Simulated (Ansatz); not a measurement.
## TiO₂ (I4_1/amd): the size of the finite step

```xyz
6
Lattice="-1.8697 1.8697 4.7278 1.8697 -1.8697 4.7278 1.8697 1.8697 -4.7278" Properties=species:S:1:pos:R:3 pbc="T T T"
Ti    0.0000    0.0000    0.0000
Ti    0.0000    1.8697    2.3639
O     0.0000    0.0000    1.9666
O     0.0000    1.8697    4.3305
O     0.0000    1.8697    0.3974
O     0.0000    0.0000    7.4891
```

Level of theory, where no other is named: LDA, PAW on Ansatz 0.2.0's default frozen-core files (fitted under PBE), scalar-relativistic. k mesh 8×8×8, strains of ±0.005, fixed occupations, cutoff 420 eV. The cell was relaxed by PAW under this functional.

Question: Elastic constants come from stresses at strains of ±0.005 (two-point stencil): C11 = 389.1, C12 = 163.4, C13 = 159.8, C33 = 202.4, C44 = 46.8, C66 = 61.8 GPa. What does an amplitude of 0.02 give?

Answer: C11 = 388.7, C12 = 163.2, C13 = 160.0, C33 = 202.6, C44 = 46.8, C66 = 61.8 GPa. Nothing moves by 1 %.

Limits of these numbers: frozen-core PAW files fitted under PBE, their cores solved anew for the functional of the run.
